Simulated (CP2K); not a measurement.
Runs of CP2K 2026.2 on NaF (Villiaumite). The structure is cubic, space group Fm-3m (No. 225). Conventional cell: a = 4.640 Å, b = 4.640 Å, c = 4.640 Å, α = 90.00°, β = 90.00°, γ = 90.00°. Around Na (site symmetry m-3m) lie 6 F at 2.32 Å. Around F (site symmetry m-3m) lie 6 Na at 2.32 Å. 

```csv
task,level,potentials or basis,EPS_DEFAULT,CUTOFF of the grids,cutoff of the non-local correlation (Ry),hirshfeld SHAPE_FUNCTION,VORONOI_RADII,gap on the mesh (eV),pressure (GPa)
single point,BEEF-vdW,"POTENTIAL_UZH Na GTH-PBE-q9, F GTH-PBE-q7; TZVP-MOLOPT-PBE-GTH basis",1.0E-10,1400 Ry,300,-,-,(c),3.9
single point,PW91,"POTENTIAL_UZH Na GTH-PBE-q9, F GTH-PBE-q7; TZVP-MOLOPT-PBE-GTH basis",1.0E-10,1400 Ry,-,-,-,6.32,2.4
single point,TASK,"POTENTIAL_UZH Na GTH-PBE-q9, F GTH-PBE-q7; TZVP-MOLOPT-PBE-GTH basis",1.0E-10,1400 Ry,-,-,-,10.00,12.5
atomic charges,PBE,"POTENTIAL_UZH Na GTH-PBE-q9, F GTH-PBE-q7; TZVP-MOLOPT-PBE-GTH basis",1.0E-9,1350 Ry,-,DENSITY,UNITY,6.28,2.6
single point,PBE,"POTENTIAL_UZH Na GTH-PBE-q9, F GTH-PBE-q7; TZVP-MOLOPT-PBE-GTH basis",1.0E-10,1400 Ry,-,-,-,6.28,2.6
single point,PBEsol,"POTENTIAL_UZH Na GTH-PBE-q9, F GTH-PBE-q7; TZVP-MOLOPT-PBE-GTH basis",1.0E-10,1400 Ry,-,-,-,(a),0.5
single point,LDA,"POTENTIAL_UZH Na GTH-PBE-q9, F GTH-PBE-q7; TZVP-MOLOPT-PBE-GTH basis",1.0E-10,1400 Ry,-,-,-,(d),-3.4
single point,vdW-DF-cx,"POTENTIAL_UZH Na GTH-PBE-q9, F GTH-PBE-q7; TZVP-MOLOPT-PBE-GTH basis",1.0E-10,1400 Ry,300,-,-,6.48,2.2
atomic charges,PBE,"POTENTIAL_UZH Na GTH-PBE-q1, F GTH-PBE-q7; TZVP-MOLOPT-PBE-GTH basis",1.0E-9,1350 Ry,-,DENSITY,UNITY,(b),-4.0
```

Alike in all rows: no spin polarisation; cell as given; k mesh 10 × 10 × 10; smearing fermi-dirac 0.05 eV.

Question: Fill in the values left out.

Answer: (a) 6.11; (b) 6.39; (c) 6.69; (d) 5.81.

Caveats: the basis of atomic orbitals isn't converged, which shifts pressures, moduli and gaps; the potentials were made for another functional, which shifts forces and pressure (some runs); the real-space grid breaks the cell's symmetry a little (some runs).

A k mesh can miss the band edges.

The runs don't all hold the same shells in valence.
